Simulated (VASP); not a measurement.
**Al2Cu: relaxation of cell and atoms with PBEsol**

The system is Al2Cu.

```
CELL_PARAMETERS angstrom
-2.03034 2.03034 2.85109
2.03034 -2.03034 2.85109
2.03034 2.03034 -2.85109
ATOMIC_POSITIONS crystal
Al 0.75000 0.25000 0.50000
Al 0.25000 0.75000 0.50000
Cu 0.50000 0.50000 0.00000
```

The cell comes from a database or a generator and needn't be the stable form of this composition.

```
Program                : VASP 6.6.1
Task                   : relaxation of cell and atoms
Functional             : PBEsol
Potentials or basis    : VASP PAW PBE potentials, release 64 (Al, Cu)
Cutoff                 : 600 eV
k mesh                 : 14 × 14 × 14
Occupations            : methfessel-paxton, width 0.1 eV
Spin                   : no spin polarisation
Further INCAR settings : ALGO = Normal; EDIFF = 1e-06; IBRION = 2; EDIFFG = -0.01; NSW = 90; ISIF = 3
```

| Property | Result |
| --- | --- |
| Relaxed volume | 15.70 Å³/atom |
| Relaxed cell | a = 4.054 Å, b = 4.054 Å, c = 4.054 Å, α = 120.01°, β = 120.01°, γ = 89.98° |
| Space group after relaxing (to 0.05 Å) | Fm-3m (No. 225) |
| Energy gained by relaxing | 0.1 meV/atom |
| Ionic steps | 6 |
| Pressure after relaxing | -0.1 GPa |
| Band gap on the k mesh | none (metal or under the smearing width) |

Step by step:
```csv
step,energy change (eV),largest force (eV/Å),pressure (GPa),volume (Å³)
1,0.0000,0.0000,0.57,47.01
2,0.0004,0.0000,-0.71,47.39
3,-0.0001,0.0000,-0.11,47.13
4,-0.0001,0.0000,-0.12,47.15
5,-0.0003,0.0000,-0.11,47.13
6,-0.0004,0.0000,-0.05,47.11
```

Final structure:
```cif
data_structure
_symmetry_space_group_name_H-M 'P 1'
_symmetry_Int_Tables_number 1
_cell_length_a 4.0542
_cell_length_b 4.0542
_cell_length_c 4.0542
_cell_angle_alpha 120.009
_cell_angle_beta 120.009
_cell_angle_gamma 89.984
_cell_volume 47.11
loop_
_atom_site_label
_atom_site_type_symbol
_atom_site_fract_x
_atom_site_fract_y
_atom_site_fract_z
_atom_site_occupancy
Al1 Al 0.75000 0.25000 0.50000 1
Al2 Al 0.25000 0.75000 0.50000 1
Cu1 Cu 0.50000 0.50000 0.00000 1
```

Levels at points of the mesh, in eV from the Fermi level:
| k point | band 7 | band 8 | band 9 | band 10 | band 11 | band 12 |
| --- | --- | --- | --- | --- | --- | --- |
| (0.00, 0.00, 0.00) | 2.89 | 2.89 | 2.89 | 2.94 | 2.94 | 2.95 |
| (0.50, 0.00, 0.00) | -3.99 | 0.61 | 0.61 | 2.93 | 2.94 | 3.83 |
| (0.50, 0.50, 0.00) | -3.78 | -2.00 | -2.00 | 0.37 | 1.49 | 9.03 |
| (0.50, 0.50, 0.50) | -3.78 | -2.00 | -2.00 | 0.37 | 1.49 | 9.03 |

Run time: 5.5 min on 1 thread of Intel(R) Xeon(R) Platinum 8375C CPU @ 2.90GHz (Ice Lake), with other jobs on the host, peak memory 0.33 GiB.

Caveat: the PAW data sets were made with another functional, which shifts forces and pressure a little.
